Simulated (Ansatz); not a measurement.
Zr, DFT, PBE, all-electron PAW with datasets made for the crystal, scalar-relativistic (Ansatz 0.2.0), run on 1 thread of Intel(R) Xeon(R) 6975P-C (Granite Rapids) on a shared host.

The cell is COD entry 9008523, as deposited and not checked against the literature; nothing was relaxed.

Command: `ansatz run input.yaml --threads 1 --pin off --max-ram 2048MiB --backend cpu --events-out ev --progress --plain --runs-dir out`

```yaml
crystal:
  lattice:
    - [3.2319982225, 0.0, 0.0]
    - [-1.6159991112, 2.7989925656, 0.0]
    - [0.0, 0.0, 5.147]
  atoms:
    - { symbol: Zr, position: [0.3333333333, 0.6666666667, 0.25] }
    - { symbol: Zr, position: [0.6666666667, 0.3333333333, 0.75] }
kpoints:
  mp_grid: { grid: [13, 13, 7] }
  band_path:
    path:
      - [0.0, 0.0, 0.0]
      - [0.5, 0.0, 0.0]
      - [0.3333333333, 0.3333333333, 0.0]
      - [0.0, 0.0, 0.0]
      - [0.0, 0.0, 0.5]
      - [0.5, 0.0, 0.5]
      - [0.3333333333, 0.3333333333, 0.5]
      - [0.0, 0.0, 0.5]
      - [0.5, 0.0, 0.5]
    npoints: 8
scf:
  occupations: { method: fermi_dirac, width: 0.03 }
hamiltonian:
  xc: pbe
  pseudopotentials: { kind: all_electron, datasets: crystal }
output:
  forces: true
  stress: true
  eigenvalues: true
  efg: { contact_densities: true }
```

(1) How large is the problem that the program sets up?

(2) About how long does it take?

(3) And the same cell and mesh by full-potential LAPW, asked for forces, stress, eigenvalues, populations, dos and the same band path, on the same hardware?

(4) And the same cell and mesh by PAW (frozen-core files), asked for forces, stress, eigenvalues, efg, populations, bader, dos, write_density, write_potential, elf and the same band path, on the same hardware?

## Answers

(1) 84 irreducible k-points, 391 plane waves at Γ, 21 bands.

(2) 8.4 s of wall time for 7 SCF iterations. Times on shared machines scatter by tens of per cent.

(3) 19 s.

(4) 9.3 s.
